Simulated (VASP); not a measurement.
A run of VASP 6.6.1 is set up as follows.

File INCAR:

```
ALGO = Normal
EDIFF = 1E-6
ENCUT = 520
ISIF = 2
ISMEAR = -1
LASPH = True
LCHARG = False
LMIXTAU = True
LREAL = False
LWAVE = False
METAGGA = RSCAN
NELM = 80
PREC = Accurate
SIGMA = 0.05
```

File KPOINTS:

```
k-points
0
Gamma
  8 8 8
```

Contents of POSCAR:

```
PbS
1.0
    0.0000000000      2.9657500000      2.9657500000
    2.9657500000      0.0000000000      2.9657500000
    2.9657500000      2.9657500000      0.0000000000
Pb S
1 1
Direct
    0.0000000000      0.0000000000      0.0000000000
    0.5000000000      0.5000000000      0.5000000000
```

KPOINTS_OPT

```
path GXWKGLUWLK,UX
15
line-mode
reciprocal
 0.0000000000  0.0000000000  0.0000000000  G
 0.5000000000  0.0000000000  0.5000000000  X

 0.5000000000  0.0000000000  0.5000000000  X
 0.5000000000  0.2500000000  0.7500000000  W

 0.5000000000  0.2500000000  0.7500000000  W
 0.3750000000  0.3750000000  0.7500000000  K

 0.3750000000  0.3750000000  0.7500000000  K
 0.0000000000  0.0000000000  0.0000000000  G

 0.0000000000  0.0000000000  0.0000000000  G
 0.5000000000  0.5000000000  0.5000000000  L

 0.5000000000  0.5000000000  0.5000000000  L
 0.6250000000  0.2500000000  0.6250000000  U

 0.6250000000  0.2500000000  0.6250000000  U
 0.5000000000  0.2500000000  0.7500000000  W

 0.5000000000  0.2500000000  0.7500000000  W
 0.5000000000  0.5000000000  0.5000000000  L

 0.5000000000  0.5000000000  0.5000000000  L
 0.3750000000  0.3750000000  0.7500000000  K

 0.6250000000  0.2500000000  0.6250000000  U
 0.5000000000  0.0000000000  0.5000000000  X
```

Potentials or basis: VASP PAW PBE potentials, release 64 (Pb_d, S).

The run is started by

```bash
$ cat potpaw_PBE.64/Pb_d/POTCAR potpaw_PBE.64/S/POTCAR > POTCAR
$ mpirun -np 1 vasp_std > vasp.out
```

What does it give for the band gap along the path?

0.61 eV, direct.

Estimate the pressure.

1.3 GPa.

Levels at the corners of the path, in eV from the valence-band top:
| point | band 6 | band 7 | band 8 | band 9 | band 10 | band 11 | band 12 | band 13 | band 14 |
| --- | --- | --- | --- | --- | --- | --- | --- | --- | --- |
| Γ | -14.21 | -6.11 | -2.34 | -2.34 | -2.34 | 5.53 | 5.53 | 5.53 | 7.12 |
| X | -12.50 | -7.36 | -5.39 | -3.62 | -3.62 | 4.13 | 5.98 | 6.06 | 6.06 |
| X | -12.50 | -7.36 | -5.39 | -3.62 | -3.62 | 4.13 | 5.98 | 6.06 | 6.06 |
| W | -12.47 | -8.15 | -4.61 | -4.61 | -1.13 | 2.45 | 4.99 | 4.99 | 8.61 |
| W | -12.47 | -8.15 | -4.61 | -4.61 | -1.13 | 2.45 | 4.99 | 4.99 | 8.61 |
| K | -12.52 | -8.19 | -4.97 | -3.11 | -2.58 | 3.60 | 4.41 | 5.41 | 6.60 |
| K | -12.52 | -8.19 | -4.97 | -3.11 | -2.58 | 3.60 | 4.41 | 5.41 | 6.60 |
| Γ | -14.21 | -6.11 | -2.34 | -2.34 | -2.34 | 5.53 | 5.53 | 5.53 | 7.12 |
| Γ | -14.21 | -6.11 | -2.34 | -2.34 | -2.34 | 5.53 | 5.53 | 5.53 | 7.12 |
| L | -12.96 | -9.11 | -1.94 | -1.94 | 0.00 | 0.61 | 2.17 | 2.17 | 9.15 |
| L | -12.96 | -9.11 | -1.94 | -1.94 | 0.00 | 0.61 | 2.17 | 2.17 | 9.15 |
| U | -12.52 | -8.19 | -4.97 | -3.11 | -2.58 | 3.60 | 4.41 | 5.41 | 6.60 |
| U | -12.52 | -8.19 | -4.97 | -3.11 | -2.58 | 3.60 | 4.41 | 5.41 | 6.60 |
| W | -12.47 | -8.15 | -4.61 | -4.61 | -1.13 | 2.45 | 4.99 | 4.99 | 8.61 |
| W | -12.47 | -8.15 | -4.61 | -4.61 | -1.13 | 2.45 | 4.99 | 4.99 | 8.61 |
| L | -12.96 | -9.11 | -1.94 | -1.94 | 0.00 | 0.61 | 2.17 | 2.17 | 9.15 |
| L | -12.96 | -9.11 | -1.94 | -1.94 | 0.00 | 0.61 | 2.17 | 2.17 | 9.15 |
| K | -12.52 | -8.19 | -4.97 | -3.11 | -2.58 | 3.60 | 4.41 | 5.41 | 6.60 |
| U | -12.52 | -8.19 | -4.97 | -3.11 | -2.58 | 3.60 | 4.41 | 5.41 | 6.60 |
| X | -12.50 | -7.36 | -5.39 | -3.62 | -3.62 | 4.13 | 5.98 | 6.06 | 6.06 |

Caveat: the PAW data sets were made with another functional, which shifts forces and pressure a little; spin-orbit coupling is left out, which as a rule narrows the gap of such compounds by several tenths of an eV.
